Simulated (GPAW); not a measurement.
The system is FeGe2.

```
Ge Fe
1.0
    -2.95956    2.95956    2.45140
     2.95956   -2.95956    2.45140
     2.95956    2.95956   -2.45140
Ge Fe
4 2
Direct
  0.84511 0.34511 0.19021
  0.65489 0.84511 0.50000
  0.34511 0.15489 0.50000
  0.15489 0.65489 0.80979
  0.25000 0.25000 0.00000
  0.75000 0.75000 0.00000
```

The cell is a database's computed one.

Base run:

```yaml
Program: GPAW 26.7.0
Functional: PBEsol
Potentials_or_basis: PAW data sets generated in the run's folder for this functional
Cutoff: 600 eV
Basis: pw
k_mesh: 7 × 7 × 7
Occupations: fermi-dirac, width 0.05 eV
Spin: collinear spin, ferromagnetic start
Starting_moments: "[0.0, 0.0, 0.0, 0.0, 3.0, 3.0] μB"
```

Its results: pressure -4.9 GPa; net moment 2.39 μB per cell; site moments Ge -0.03; Fe +1.30 μB; largest force 0.126 eV/Å.

Task: The run is repeated on the same cell with these changes: k mesh from 7 × 7 × 7 to 5 × 5 × 5. What comes out?

Result: Pressure -5.3 GPa; net moment 2.29 μB per cell; site moments Ge -0.03; Fe +1.27 μB; largest force 0.246 eV/Å.
